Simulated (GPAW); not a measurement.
# Si2Mo (I4/mmm) in GPAW: a series of runs

Runs on Si2Mo. Level: PBE. Tasks: single point.

Program: GPAW 26.7.0. These are calculated values, not measurements. Logs are shortened: lines on timing, memory, paths and dates and some standing lists are left out, and cuts for length are marked. The log counts tension as positive stress, the text compression.

## (1) Starting point

The structure is tetragonal, space group I4/mmm (No. 139). Conventional cell: a = 3.200 Å, b = 3.200 Å, c = 7.861 Å, α = 90.00°, β = 90.00°, γ = 90.00°. Around Mo (site symmetry 4/mmm) lie 10 Si at 2.62 Å. Si (site symmetry 4mm) has 5 Si at 2.61 to 2.63 Å and 5 Mo at 2.62 Å as nearest neighbours.

## (2) Single point, PBE

The input, run.py:

```python
from ase.dft.bandgap import bandgap
from ase.io import read, write
from ase.units import Bohr, GPa
from gpaw import GPAW, PW
from gpaw.elf import elf_from_dft_calculation

atoms = read('Si2Mo.xyz')

calc = GPAW(mode=PW(600),
            xc='PBE',
            kpts={'size': (12, 12, 12), 'gamma': True},
            occupations={'name': 'methfessel-paxton', 'order': 0, 'width': 0.019000000000000003},
            nbands=23,
            convergence={'density': 1e-05, 'energy': 1e-05},
            maxiter=150,
            txt='gpaw.txt')
atoms.calc = calc
energy = atoms.get_potential_energy()
forces = atoms.get_forces()
stress = atoms.get_stress()
calc.write('gs.gpw')
write('result.traj', atoms)
print(f'Energy: {energy:.6f} eV')
print('Forces (eV/A):')
print(forces.round(4))
print('Stress (GPa):', (stress / GPa).round(3))
print('Fermi level:', round(calc.get_fermi_level(), 4), 'eV')
print(f'Gap: {bandgap(calc)[0]:.4f} eV, direct: {bandgap(calc, direct=True)[0]:.4f} eV')

# fields on the real-space grid
write('density.cube', atoms, data=calc.get_pseudo_density() * Bohr**3)
write('potential.cube', atoms, data=calc.get_electrostatic_potential())
write('elf.cube', atoms, data=elf_from_dft_calculation(calc).data)
```

The input, Si2Mo.xyz:

```xyz
3
Lattice="-1.6000000000 1.6000000000 3.9305000000 1.6000000000 -1.6000000000 3.9305000000 1.6000000000 1.6000000000 -3.9305000000" Properties=species:S:1:pos:R:3 pbc="T T T"
Mo     0.0000000000      0.0000000000      0.0000000000
Si     0.0000000000      0.0000000000      5.2432870000
Si     0.0000000000      0.0000000000      2.6177130000
```

Potentials or basis: GPAW PAW data sets (gpaw-data 1.2.1), pw.

Started as:

```sh
$ OMP_NUM_THREADS=1 python run.py
```

gpaw.txt:

```text
__  _  _
 | _ |_)|_||  |
 |__||  | ||/\| - 26.7.0

Input parameters:
  mode=PW(ecut=600.0),
  convergence={'density': 1e-05, 'energy': 1e-05},
  kpts=MonkhorstPack(size=(12, 12, 12), gamma=True),
  maxiter=150,
  nbands=23,
  occupations=Occupations(name='methfessel-paxton', order=0, width=0.019000000000000003),
  xc=XC(name='PBE')

Diagonalizing LCAO Hamiltonian
Converting LCAO to pw mode

       Si

       Si

       Mo

Atoms  # Å, Bohr magnetons
|   | symbol |        x |        y |        z |    initial magnetic moments |
|---|--------|----------|----------|----------|-----------------------------|
| 0 |     Mo | 0.000000 | 0.000000 | 0.000000 | ( 0.0000,  0.0000,  0.0000) |
| 1 |     Si | 0.000000 | 0.000000 | 5.243287 | ( 0.0000,  0.0000,  0.0000) |
| 2 |     Si | 0.000000 | 0.000000 | 2.617713 | ( 0.0000,  0.0000,  0.0000) |

Unit cell  # Å
| periodic |         x |         y |         z |  lengths |     angles |
|----------|-----------|-----------|-----------|----------|------------|
|      yes | -1.600000 |  1.600000 |  3.930500 | 4.535287 | 138.683989 |
|      yes |  1.600000 | -1.600000 |  3.930500 | 4.535287 | 138.683989 |
|      yes |  1.600000 |  1.600000 | -3.930500 | 4.535287 |  59.857036 |

Number of symmetries: 16
Symmetry operations  # r_c * U_cc + t_c -> r_c
|    | kind |            matrix            |
|----|------|------------------------------|
|  0 |  σ   |  1, 1, 1,  0, 0,-1,  0,-1, 0 |
|  1 |  C4  |  1, 1, 1,  0, 0,-1, -1, 0, 0 |
|  2 |  E   |  1, 0, 0,  0, 1, 0,  0, 0, 1 |
|  3 |  σ   |  1, 0, 0,  0, 1, 0, -1,-1,-1 |
|  4 |  σ   |  0, 1, 0,  1, 0, 0,  0, 0, 1 |
|  5 |  C2  |  0, 1, 0,  1, 0, 0, -1,-1,-1 |
|  6 |  C2  |  0, 0, 1, -1,-1,-1,  1, 0, 0 |
|  7 |  S4  |  0, 0, 1, -1,-1,-1,  0, 1, 0 |
|  8 |  C4  |  0, 0,-1,  1, 1, 1,  0,-1, 0 |
|  9 |  σ   |  0, 0,-1,  1, 1, 1, -1, 0, 0 |
| 10 |  σ   |  0,-1, 0, -1, 0, 0,  1, 1, 1 |
| 11 |  C2  |  0,-1, 0, -1, 0, 0,  0, 0,-1 |
| 12 |  C2  | -1, 0, 0,  0,-1, 0,  1, 1, 1 |
| 13 |  i   | -1, 0, 0,  0,-1, 0,  0, 0,-1 |
| 14 |  S4  | -1,-1,-1,  0, 0, 1,  1, 0, 0 |
| 15 |  C2  | -1,-1,-1,  0, 0, 1,  0, 1, 0 |

BZ-sampling:
  Number of BZ points: 1728
  Number of IBZ points: 163

  Monkhorst-Pack size: [12, 12, 12]
  Monkhorst-Pack shift: [0.041666666666666664, 0.041666666666666664, 0.041666666666666664]

K-points  # in reciprocal-cell coordinates
|     |                                coordinates |     weight |
|-----|--------------------------------------------|------------|
|   0 | ( -0.00000000,  -0.00000000,  -0.00000000) | 0.00057870 |
|   1 | (  0.08333333,  -0.08333333,  -0.00000000) | 0.00231481 |
|   2 | (  0.08333333,  -0.08333333,   0.08333333) | 0.00231481 |
|   3 | (  0.08333333,  -0.00000000,  -0.00000000) | 0.00462963 |
|   4 | (  0.08333333,   0.08333333,  -0.08333333) | 0.00115741 |
|   5 | (  0.16666667,  -0.16666667,  -0.00000000) | 0.00231481 |
|   6 | (  0.16666667,  -0.16666667,   0.08333333) | 0.00462963 |
|   7 | (  0.16666667,  -0.16666667,   0.16666667) | 0.00231481 |
|   8 | (  0.16666667,  -0.08333333,  -0.00000000) | 0.00925926 |
|   9 | (  0.16666667,  -0.08333333,   0.08333333) | 0.00462963 |
| ... |                                            |            |
| 162 | (  0.50000000,   0.50000000,   0.50000000) | 0.00057870 |

Plane wave coefficients: 1362
Cutoff: 600.0 eV

Spin-components: 1 (collinear spins)
Bands:           23
Projectors:      16
Spin-degeneracy: 2
Datatype:        complex128

Parallelization:
  kpt:    1
  domain: 1
  band:   1

Density:
  Valence electrons: 22.0
  Components: 1
  Grid points: [27 27 27]
  Charge: 0.0  # |e|

Potential:
  Grid points: [27 27 27]

species:
  Mo:
    name:    Molybdenum
    Z:       42.0
    valence: 14
    core:    28
    charge:  0.0  # [|e|]
    compensation charges:
      type: gauss
      rc: 0.38  # [Å]
      lmax: 2
    cutoffs:
      filter: 2.16  # [Å]
      core: 1.42  # [Å]
    projectors
    | kind |    occ | energy [eV] | rcut [Å] |
    |------|--------|-------------|----------|
    |   4s |  2.000 |     -64.307 |    1.238 |
    |   5s |  1.000 |      -4.084 |    1.238 |
    |   4p |  6.000 |     -38.491 |    1.296 |
    |   5p |  0.000 |      -1.044 |    1.296 |
    |   4d |  5.000 |      -3.754 |    1.296 |
    |    d |        |      23.458 |    1.296 |

    Using partial waves for Mo as LCAO basis

  Si:
    name:    Silicon
    Z:       14.0
    valence: 4
    core:    10
    charge:  0.0  # [|e|]
    compensation charges:
      type: gauss
      rc: 0.33  # [Å]
      lmax: 2
    cutoffs:
      filter: 1.86  # [Å]
      core: 2.06  # [Å]
    projectors
    | kind |    occ | energy [eV] | rcut [Å] |
    |------|--------|-------------|----------|
    |   3s |  2.000 |     -10.812 |    1.058 |
    |   3p |  2.000 |      -4.081 |    1.058 |
    |    s |        |      16.399 |    1.058 |
    |    p |        |      23.130 |    1.058 |
    |    d |        |       0.000 |    1.058 |

    Using partial waves for Si as LCAO basis

Reference energy: -125906.761132  # eV

eigensolver:
  PPCG
  Converge bands: occupied
  niter=2

density mixing:
  MSR1-Mixer
  Pratt-step length: 0.05
  Maximum mixing coefficient: 0.75
  Old densities: 10
  SVD Regularization: 0.005
  Good broyden scale: 1.0
  Trust region scale: 1.0
  Backstep threshold: 4.0
  History deletion threshold: 6.0
  Fourier metric: weight=20.0, sigma=0.015

occupation numbers:
  Methfessel-Paxton:
    width: 0.0190  # eV
    order: 0

poisson solver:
  ecut: 4800.0  # eV

xc functional:
  name: PBE with 2 nearest neighbor stencil

convergence criteria:
- Maximum integral of absolute [dens]ity change: 1e-05 electrons / valence electron
- Maximum [total energy] change in last 3 cyles: 1e-05 eV / valence electron
- Maximum integral of absolute [eigenst]ate change: 4e-08 eV^2 / valence electron
maximum number of iterations: 150

SCF iterations
|iter     | |      energy | eigst |  dens |
|---------|-|-------------|-------|-------|
|iter:   1| |  -24.612641 | +0.48 |       |
|iter:   2| |  -24.247981 | -1.98 | -0.98 |
|iter:   3| |  -23.524640 | -1.32 | -1.04 |
|iter:   4| |  -23.513782 | -2.79 | -1.50 |
|iter:   5| |  -23.512929 | -2.95 | -1.74 |
|iter:   6| |  -23.513129 | -4.25 | -2.36 |
|iter:   7| |  -23.513191 | -5.50 | -3.03 |
|iter:   8| |  -23.513191c| -7.11 | -3.92 |
|iter:   9| |  -23.513191c| -8.32c| -4.49 |
|iter:  10| |  -23.513191c| -9.20c| -5.53c|

Converged in 10 steps
Energy contributions relative to reference atoms: (reference = -125906.761132)

Energy contributions:
  Kinetic:           1.235129
  Coulomb:          -1.823876
  Zero:             -0.297289
  External:          0.000000
  Xc:              -22.627101
  Entropy:          -0.000109
  Spinorbit:         0.000000
  ----------------------------
  Free energy:     -23.513245
  Extrapolated:    -23.513191

dipole moment: (-12.902362, -12.902362, 2.406379)  # |e|*Ang

Fermi level: 12.171
Eigenvalues  # (at kpt = [-0.000, -0.000, -0.000])
| band index |      eig [eV] | occ [0-2] |
|------------|---------------|-----------|
|          0 |       -48.668 |     2.000 |
|        ... |               |           |
|          2 |       -22.767 |     2.000 |
|          3 |       -22.767 |     2.000 |
|          4 |        -1.334 |     2.000 |
|          5 |         5.814 |     2.000 |
|          6 |         8.643 |     2.000 |
|          7 |         9.129 |     2.000 |
[... 8 lines left out ...]
|         16 |        17.113 |     0.000 |
|         17 |        17.113 |     0.000 |
|        ... |               |           |
|         22 |        27.121 |     0.000 |

No gap
No difference between direct/indirect transitions

Forces  # eV/Ang
|       x |        y |        z |
|---------|----------|----------|
| 0.00000 |  0.00000 |  0.00000 |  # Mo   0
| 0.00000 | -0.00000 | -0.26310 |  # Si   1
| 0.00000 |  0.00000 |  0.26310 |  # Si   2

Stress tensor  # eV/Ang^3
|         x |         y |         z |
|-----------|-----------|-----------|
| -0.019850 |  0.000000 |  0.000000 |
|  0.000000 | -0.019850 |  0.000000 |
|  0.000000 |  0.000000 | -0.013283 |

# Writing to gs.gpw (mode='')
```

It took 2.7 min on 1 thread of Arm Neoverse V1, shared host; peak memory 0.28 GiB.

What came out:

```yaml
Free_energy: -23.5132 eV
Pressure: 2.8 GPa
Largest_force: 0.263 eV/Å
Band_gap_on_the_k_mesh: none (metal or under the smearing width)
```

Forces in eV/Å, atoms in the order of the input:
```
Mo   0.000  0.000  0.000
Si   0.000  0.000 -0.263
Si   0.000  0.000  0.263
```

Stress tensor (GPa, compression positive):
```
3.18 0.00 0.00
0.00 3.18 0.00
0.00 0.00 2.13
```

## (3) Single point, PBE

Changes to run.py since step 2:

```diff
@@ -1,3 +1,4 @@
+from ase import Atoms
 from ase.dft.bandgap import bandgap
-from ase.io import read, write
+from ase.io import write
 from ase.units import Bohr, GPa
@@ -6,3 +7,10 @@
 
-atoms = read('Si2Mo.xyz')
+atoms = Atoms(['Mo', 'Si', 'Si'],
+              cell=[[-1.6, 1.6, 3.9305],
+                    [1.6, -1.6, 3.9305],
+                    [1.6, 1.6, -3.9305]],
+              scaled_positions=[[0.0, 0.0, 0.0],
+                                [0.667, 0.667, 0.0],
+                                [0.333, 0.333, 0.0]],
+              pbc=True)
 
@@ -11,3 +19,3 @@
             kpts={'size': (12, 12, 12), 'gamma': True},
-            occupations={'name': 'methfessel-paxton', 'order': 0, 'width': 0.019000000000000003},
+            occupations={'name': 'methfessel-paxton', 'order': 0, 'width': 0.02},
             nbands=23,
```

Potentials or basis: GPAW PAW data sets (gpaw-data 1.2.1), pw.

Started as:

```sh
$ OMP_NUM_THREADS=1 python run.py
```

gpaw.txt:

```text
__  _  _
 | _ |_)|_||  |
 |__||  | ||/\| - 26.7.0

Input parameters:
  mode=PW(ecut=600.0),
  convergence={'density': 1e-05, 'energy': 1e-05},
  kpts=MonkhorstPack(size=(12, 12, 12), gamma=True),
  maxiter=150,
  nbands=23,
  occupations=Occupations(name='methfessel-paxton', order=0, width=0.02),
  xc=XC(name='PBE')

Diagonalizing LCAO Hamiltonian
Converting LCAO to pw mode

       Si

       Si

       Mo

Atoms  # Å, Bohr magnetons
|   | symbol |         x |         y |        z |    initial magnetic moments |
|---|--------|-----------|-----------|----------|-----------------------------|
| 0 |     Mo |  0.000000 |  0.000000 | 0.000000 | ( 0.0000,  0.0000,  0.0000) |
| 1 |     Si | -0.000000 |  0.000000 | 5.243287 | ( 0.0000,  0.0000,  0.0000) |
| 2 |     Si |  0.000000 | -0.000000 | 2.617713 | ( 0.0000,  0.0000,  0.0000) |

Unit cell  # Å
| periodic |         x |         y |         z |  lengths |     angles |
|----------|-----------|-----------|-----------|----------|------------|
|      yes | -1.600000 |  1.600000 |  3.930500 | 4.535287 | 138.683989 |
|      yes |  1.600000 | -1.600000 |  3.930500 | 4.535287 | 138.683989 |
|      yes |  1.600000 |  1.600000 | -3.930500 | 4.535287 |  59.857036 |

Number of symmetries: 16
Symmetry operations  # r_c * U_cc + t_c -> r_c
|    | kind |            matrix            |
|----|------|------------------------------|
|  0 |  σ   |  1, 1, 1,  0, 0,-1,  0,-1, 0 |
|  1 |  C4  |  1, 1, 1,  0, 0,-1, -1, 0, 0 |
|  2 |  E   |  1, 0, 0,  0, 1, 0,  0, 0, 1 |
|  3 |  σ   |  1, 0, 0,  0, 1, 0, -1,-1,-1 |
|  4 |  σ   |  0, 1, 0,  1, 0, 0,  0, 0, 1 |
|  5 |  C2  |  0, 1, 0,  1, 0, 0, -1,-1,-1 |
|  6 |  C2  |  0, 0, 1, -1,-1,-1,  1, 0, 0 |
|  7 |  S4  |  0, 0, 1, -1,-1,-1,  0, 1, 0 |
|  8 |  C4  |  0, 0,-1,  1, 1, 1,  0,-1, 0 |
|  9 |  σ   |  0, 0,-1,  1, 1, 1, -1, 0, 0 |
| 10 |  σ   |  0,-1, 0, -1, 0, 0,  1, 1, 1 |
| 11 |  C2  |  0,-1, 0, -1, 0, 0,  0, 0,-1 |
| 12 |  C2  | -1, 0, 0,  0,-1, 0,  1, 1, 1 |
| 13 |  i   | -1, 0, 0,  0,-1, 0,  0, 0,-1 |
| 14 |  S4  | -1,-1,-1,  0, 0, 1,  1, 0, 0 |
| 15 |  C2  | -1,-1,-1,  0, 0, 1,  0, 1, 0 |

BZ-sampling:
  Number of BZ points: 1728
  Number of IBZ points: 163

  Monkhorst-Pack size: [12, 12, 12]
  Monkhorst-Pack shift: [0.041666666666666664, 0.041666666666666664, 0.041666666666666664]

K-points  # in reciprocal-cell coordinates
|     |                                coordinates |     weight |
|-----|--------------------------------------------|------------|
|   0 | ( -0.00000000,  -0.00000000,  -0.00000000) | 0.00057870 |
|   1 | (  0.08333333,  -0.08333333,  -0.00000000) | 0.00231481 |
|   2 | (  0.08333333,  -0.08333333,   0.08333333) | 0.00231481 |
|   3 | (  0.08333333,  -0.00000000,  -0.00000000) | 0.00462963 |
|   4 | (  0.08333333,   0.08333333,  -0.08333333) | 0.00115741 |
|   5 | (  0.16666667,  -0.16666667,  -0.00000000) | 0.00231481 |
|   6 | (  0.16666667,  -0.16666667,   0.08333333) | 0.00462963 |
|   7 | (  0.16666667,  -0.16666667,   0.16666667) | 0.00231481 |
|   8 | (  0.16666667,  -0.08333333,  -0.00000000) | 0.00925926 |
|   9 | (  0.16666667,  -0.08333333,   0.08333333) | 0.00462963 |
| ... |                                            |            |
| 162 | (  0.50000000,   0.50000000,   0.50000000) | 0.00057870 |

Plane wave coefficients: 1362
Cutoff: 600.0 eV

Spin-components: 1 (collinear spins)
Bands:           23
Projectors:      16
Spin-degeneracy: 2
Datatype:        complex128

Parallelization:
  kpt:    1
  domain: 1
  band:   1

Density:
  Valence electrons: 22.0
  Components: 1
  Grid points: [27 27 27]
  Charge: 0.0  # |e|

Potential:
  Grid points: [27 27 27]

species:
  Mo:
    name:    Molybdenum
    Z:       42.0
    valence: 14
    core:    28
    charge:  0.0  # [|e|]
    compensation charges:
      type: gauss
      rc: 0.38  # [Å]
      lmax: 2
    cutoffs:
      filter: 2.16  # [Å]
      core: 1.42  # [Å]
    projectors
    | kind |    occ | energy [eV] | rcut [Å] |
    |------|--------|-------------|----------|
    |   4s |  2.000 |     -64.307 |    1.238 |
    |   5s |  1.000 |      -4.084 |    1.238 |
    |   4p |  6.000 |     -38.491 |    1.296 |
    |   5p |  0.000 |      -1.044 |    1.296 |
    |   4d |  5.000 |      -3.754 |    1.296 |
    |    d |        |      23.458 |    1.296 |

    Using partial waves for Mo as LCAO basis

  Si:
    name:    Silicon
    Z:       14.0
    valence: 4
    core:    10
    charge:  0.0  # [|e|]
    compensation charges:
      type: gauss
      rc: 0.33  # [Å]
      lmax: 2
    cutoffs:
      filter: 1.86  # [Å]
      core: 2.06  # [Å]
    projectors
    | kind |    occ | energy [eV] | rcut [Å] |
    |------|--------|-------------|----------|
    |   3s |  2.000 |     -10.812 |    1.058 |
    |   3p |  2.000 |      -4.081 |    1.058 |
    |    s |        |      16.399 |    1.058 |
    |    p |        |      23.130 |    1.058 |
    |    d |        |       0.000 |    1.058 |

    Using partial waves for Si as LCAO basis

Reference energy: -125906.761132  # eV

eigensolver:
  PPCG
  Converge bands: occupied
  niter=2

density mixing:
  MSR1-Mixer
  Pratt-step length: 0.05
  Maximum mixing coefficient: 0.75
  Old densities: 10
  SVD Regularization: 0.005
  Good broyden scale: 1.0
  Trust region scale: 1.0
  Backstep threshold: 4.0
  History deletion threshold: 6.0
  Fourier metric: weight=20.0, sigma=0.015

occupation numbers:
  Methfessel-Paxton:
    width: 0.0200  # eV
    order: 0

poisson solver:
  ecut: 4800.0  # eV

xc functional:
  name: PBE with 2 nearest neighbor stencil

convergence criteria:
- Maximum integral of absolute [dens]ity change: 1e-05 electrons / valence electron
- Maximum [total energy] change in last 3 cyles: 1e-05 eV / valence electron
- Maximum integral of absolute [eigenst]ate change: 4e-08 eV^2 / valence electron
maximum number of iterations: 150

SCF iterations
|iter     | |      energy | eigst |  dens |
|---------|-|-------------|-------|-------|
|iter:   1| |  -24.612639 | +0.48 |       |
|iter:   2| |  -24.247971 | -1.98 | -0.98 |
|iter:   3| |  -23.524641 | -1.32 | -1.04 |
|iter:   4| |  -23.513781 | -2.79 | -1.50 |
|iter:   5| |  -23.512930 | -2.95 | -1.74 |
|iter:   6| |  -23.513130 | -4.25 | -2.36 |
|iter:   7| |  -23.513193 | -5.50 | -3.03 |
|iter:   8| |  -23.513193c| -7.11 | -3.92 |
|iter:   9| |  -23.513193c| -8.32c| -4.49 |
|iter:  10| |  -23.513193c| -9.20c| -5.53c|

Converged in 10 steps
Energy contributions relative to reference atoms: (reference = -125906.761132)

Energy contributions:
  Kinetic:           1.235164
  Coulomb:          -1.823908
  Zero:             -0.297288
  External:          0.000000
  Xc:              -22.627102
  Entropy:          -0.000116
  Spinorbit:         0.000000
  ----------------------------
  Free energy:     -23.513251
  Extrapolated:    -23.513193

dipole moment: (-12.902362, -12.902362, 2.406379)  # |e|*Ang

Fermi level: 12.170
Eigenvalues  # (at kpt = [-0.000, -0.000, -0.000])
| band index |      eig [eV] | occ [0-2] |
|------------|---------------|-----------|
|          0 |       -48.668 |     2.000 |
|        ... |               |           |
|          2 |       -22.767 |     2.000 |
|          3 |       -22.767 |     2.000 |
|          4 |        -1.334 |     2.000 |
|          5 |         5.814 |     2.000 |
|          6 |         8.643 |     2.000 |
|          7 |         9.129 |     2.000 |
|          8 |         9.482 |     2.000 |
|          9 |         9.482 |     2.000 |
|         10 |        12.533 |     0.000 |
|         11 |        15.206 |     0.000 |
|         12 |        15.240 |     0.000 |
|         13 |        15.759 |     0.000 |
|         14 |        15.759 |     0.000 |
|         15 |        16.149 |     0.000 |
|         16 |        17.113 |     0.000 |
|         17 |        17.113 |     0.000 |
|        ... |               |           |
|         22 |        27.121 |     0.000 |

No gap
No difference between direct/indirect transitions

Forces  # eV/Ang
|       x |        y |        z |
|---------|----------|----------|
| 0.00000 |  0.00000 |  0.00000 |  # Mo   0
| 0.00000 | -0.00000 | -0.26310 |  # Si   1
| 0.00000 | -0.00000 |  0.26310 |  # Si   2

Stress tensor  # eV/Ang^3
|         x |         y |         z |
|-----------|-----------|-----------|
| -0.019850 |  0.000000 |  0.000000 |
|  0.000000 | -0.019850 |  0.000000 |
|  0.000000 |  0.000000 | -0.013285 |

# Writing to gs.gpw (mode='')
```

Run time: 2.7 min. Hardware: 1 thread of Arm Neoverse V1, shared host; peak memory 0.28 GiB.

Results:

* Free energy: -23.5133 eV
* Pressure: 2.8 GPa
* Largest force: 0.263 eV/Å
* Band gap on the k mesh: none (metal or under the smearing width)

Forces on the atoms (eV/Å):
```
Mo   0.000  0.000  0.000
Si   0.000  0.000 -0.263
Si   0.000  0.000  0.263
```
